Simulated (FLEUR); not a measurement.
AgCl (Chlorargyrite):

```xyz
2
Lattice="0.0000 2.7350 2.7350 2.7350 0.0000 2.7350 2.7350 2.7350 0.0000" Properties=species:S:1:pos:R:3 pbc="T T T"
Ag    0.0000    0.0000    0.0000
Cl    2.7350    2.7350    2.7350
```

Program: FLEUR MaX-R8.1 (later development tree). Alike in all runs: task band structure; potentials or basis all-electron, FLAPW; no spin polarisation; cell as given; k mesh 8 × 8 × 8; smearing fermi-dirac 0.05 eV; kmax 4.78 1/bohr.

Order these runs on this cell by their band gap on the k mesh, lowest first.
A. level AM05
B. level LDA
C. level RPBE

B (0.62 eV), A (0.85 eV), C (1.26 eV).

